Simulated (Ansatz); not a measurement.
FeO (Wuestite):

```
Fe O
1.0
     1.51882    0.87689    2.51958
    -1.51882    0.87689    2.51958
     0.00000   -1.75378    2.51958
Fe O
1 1
Direct
  0.00000 0.00000 0.00000
  0.50000 0.50000 0.50000
```

| Property | Result |
| --- | --- |
| Program | Ansatz 0.2.0 |
| Task | single point |
| Functional | PBEsol |
| Potentials or basis | all-electron LAPW, scalar-relativistic |
| Cutoff | 348 eV (chosen from the basis error) |
| Basis error allowed | 0.001 eV/atom |
| k mesh | 11 × 11 × 11 |
| Occupations | fermi-dirac, width 0.05 eV |
| Spin | collinear spin, ferromagnetic start |
| Starting moments | [3.0, 0.0] μB |

On this cell: pressure -9.5 GPa; largest force under 0.003 eV/Å; net moment 4.00 μB per cell; site moments Fe +3.62; O +0.32 μB; band gap on the k mesh none (metal or under the smearing width).

The same run follows on a disturbed copy (atoms moved at random, drawn with an rms of 0.05 Å):

```xyz
2
Lattice="1.5188 0.8769 2.5196 -1.5188 0.8769 2.5196 0.0000 -1.7538 2.5196" Properties=species:S:1:pos:R:3 pbc="T T T"
Fe    0.0044    0.0002    0.0152
O    -0.0560    0.0328    3.7337
```

Question: What changes?

Answer: The energy (extrapolated to zero smearing) moves by +4.9 meV/atom; pressure -8.8 GPa; largest force 0.226 eV/Å; net moment 4.00 μB per cell; site moments Fe +3.59; O +0.32 μB; band gap on the k mesh none (metal or under the smearing width).

Forces on the atoms (eV/Å):
```
Fe  -0.146  0.079 -0.153
O    0.146 -0.079  0.153
```

Stress tensor (GPa, compression positive):
```
-8.11 -0.64  0.86
-0.64 -8.83 -0.50
 0.86 -0.50 -9.53
```

Caveats: a cell with one magnetic atom can't hold antiferromagnetic order, which such compounds often take; semilocal functionals often make such compounds metallic where correlation or magnetic order opens a gap, which also shifts bond lengths.
